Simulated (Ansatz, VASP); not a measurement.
Sn: VASP beside Ansatz

File INCAR:

```
SYSTEM = Sn
PREC     = Accurate       ! precision mode
ENCUT    = 600            ! plane-wave cutoff, eV
EDIFF    = 1E-6           ! SCF threshold, eV
ISMEAR   = 0              ! smearing method
SIGMA    = 0.1            ! smearing width, eV
LREAL    = .False.        ! projectors in reciprocal space
LASPH    = .True.         ! aspherical terms in the spheres
NELM     = 100            ! most SCF steps
ALGO     = Normal         ! electronic algorithm
ISIF     = 3              ! what is computed and relaxed
LWAVE    = .False.        ! write WAVECAR
LCHARG   = .False.        ! write CHGCAR
GGA      = PE             ! functional
IBRION   = 2              ! ionic algorithm
NSW      = 100            ! ionic steps
EDIFFG   = -0.01          ! ionic threshold
```

Contents of KPOINTS:

```
regular mesh
0
Gamma
  20 20 20
  0 0 0
```

The input POSCAR:

```
Sn
1.0
   -1.8892541574      1.8892541574      1.9348609235
    1.8892541574     -1.8892541574      1.9348609235
    1.8892541574      1.8892541574     -1.9348609235
Sn
1
Direct
    0.5000000000      0.5000000000      0.0000000000
```

Input for Ansatz:

```yaml
crystal:
  lattice:
    - [-1.8892541574, 1.8892541574, 1.9348609235]
    - [1.8892541574, -1.8892541574, 1.9348609235]
    - [1.8892541574, 1.8892541574, -1.9348609235]
  atoms:
    - { symbol: Sn, position: [0.5, 0.5, 0.0] }
basis:
  ecutwfc: 420
kpoints:
  mp_grid: { grid: [20, 20, 20] }
hamiltonian:
  xc: pbe
scf:
  occupations: { method: gaussian, width: 0.1 }
output:
  forces: true
  stress: true
  eigenvalues: true
relax:
  adjacent_minimum: "off"
  f_tol: 0.01
  max_steps: 80
  cell: { stress_tol: 0.05 }
```

Alike in both runs: task relaxation of cell and atoms; functional PBE; k mesh 20 × 20 × 20; occupations gaussian, width 0.1 eV; no spin polarisation.

|  | VASP | Ansatz |
| --- | --- | --- |
| version | VASP 6.6.1 | Ansatz 0.2.0 |
| potentials or method | VASP PAW PBE potentials, release 64 (Sn_d) | scalar-relativistic, plane waves, PAW |
| plane-wave cutoff (eV) | 600 | 420 |
| valence electrons in the cell | 14 | 14 |

```tsv
	VASP	Ansatz	Ansatz less VASP
gap on the k mesh at the Fermi level, each at its own relaxed structure (eV)	none	none	-
relaxed volume (Å³/atom)	28.04	27.97	-0.073
relaxed cell length with the largest relative difference (Å)	3.414	3.364	-0.0498
energy change over the relaxation (meV/atom)	-9	-12	-3.2
```

A gap of «none» marks a metal or a gap that the smearing closes.
